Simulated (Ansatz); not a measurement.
# LiBr: how the settings move a calculation

How sensitive is a calculation of LiBr to its settings? A reference run comes first, then two runs with altered input.

Computed with Ansatz 0.2.0 (reference: DFT, PBE, plane-wave PAW, default files, scalar-relativistic, unless a step's input says otherwise).

### Step 1. Starting point

It takes space group Fm-3m (No. 225, cubic). Conventional cell: a = 5.501 Å, b = 5.501 Å, c = 5.501 Å, α = 90.00°, β = 90.00°, γ = 90.00°. Li (site symmetry m-3m) is surrounded by 6 Br at 2.75 Å. Around Br (site symmetry m-3m) lie 6 Li at 2.75 Å.

As a file:

```
CELL_PARAMETERS angstrom
0.00000 2.75065 2.75065
2.75065 0.00000 2.75065
2.75065 2.75065 0.00000
ATOMIC_POSITIONS crystal
Li 0.00000 0.00000 0.00000
Br 0.50000 0.50000 0.50000
```

### Step 2. The reference run

The input, input.yaml:

```yaml
crystal:
  lattice:
    - [0.0, 2.75065, 2.75065]
    - [2.75065, 0.0, 2.75065]
    - [2.75065, 2.75065, 0.0]
  atoms:
    - { symbol: Li, position: [0.0, 0.0, 0.0] }
    - { symbol: Br, position: [0.5, 0.5, 0.5] }
kpoints:
  mp_grid: { grid: [9, 9, 9] }
scf:
  occupations: { method: fermi_dirac, width: 0.02 }
hamiltonian:
  xc: pbe
  pseudopotentials: { kind: paw }
output:
  forces: true
  stress: true
  populations: true
  efg:
    quadrupole_moments_barn: { Li: -0.0401, Br: 0.2579 }
    contact_densities: true
  write_density: true
  write_potential: true
  elf: true
  volumetric_format: npy
relax:
  f_tol: 0.02
  max_steps: 60
```

Run with:

```sh
> ansatz run input.yaml --threads 1 --pin off --max-ram 2560MiB --backend cpu --events-out ev --progress --plain --runs-dir out
```

### Step 3. Variant: scf.algorithm density_mixing

Changes to input.yaml since step 2:

```diff
@@ -12,2 +12,3 @@
   occupations: { method: fermi_dirac, width: 0.02 }
+  algorithm: density_mixing
 hamiltonian:
@@ -22,8 +23 @@
     contact_densities: true
-  write_density: true
-  write_potential: true
-  elf: true
-  volumetric_format: npy
-relax:
-  f_tol: 0.02
-  max_steps: 60
```

### Step 4. Variant: mp_grid.shift [0.5, 0.5, 0.5], occupations.method gaussian, occupations.width 0.001, chi_scale 0.1

Changes to input.yaml since step 2:

```diff
@@ -9,5 +9,6 @@
 kpoints:
-  mp_grid: { grid: [9, 9, 9] }
+  mp_grid: { grid: [9, 9, 9], shift: [0.5, 0.5, 0.5] }
 scf:
-  occupations: { method: fermi_dirac, width: 0.02 }
+  occupations: { method: gaussian, width: 0.001 }
+  initial_density: { chi_scale: 0.1 }
 hamiltonian:
@@ -22,8 +23 @@
     contact_densities: true
-  write_density: true
-  write_potential: true
-  elf: true
-  volumetric_format: npy
-relax:
-  f_tol: 0.02
-  max_steps: 60
```

Before running it: what results should come out? Wanted: for each run, ending; energy change; pressure; gap; force.

**Answer**, as computed:

| run | ending | energy change | pressure (GPa) | gap (eV) | force (eV/Å) | cycles | time |
| --- | --- | --- | --- | --- | --- | --- | --- |
| reference | converged | 0 | 0.1 | 4.94 | 0.00 | 6 | 1.5 s |
| 1: scf.algorithm density_mixing | converged | 0.0 meV/atom | 0.1 | 4.94 | 0.00 | 6 | 1.3 s |
| 2: mp_grid.shift [0.5, 0.5, 0.5], occupations.method gaussian, occupations.width 0.001, chi_scale 0.1 | converged | 0.0 meV/atom (σ→0) | 0.1 | 5.07 | 0.00 | 6 | 2 s |

Times don't compare one to one where runs were asked for different outputs or read a saved state (see the inputs); cycles may leave out searches for a lower state.

**Reading.** Of the converged runs whose energies compare with the reference's, none moves it noticeably. The gap spans 4.94 to 5.07 eV over the reference and the converged variants (gaps read on unlike meshes, which can miss the band edges). Symmetry fixes the atoms and the cell is held, so no setting can move this relaxation. 

These are semilocal Kohn-Sham gaps, which aren't the measured quantity. Such gaps usually fall short of the measured ones.
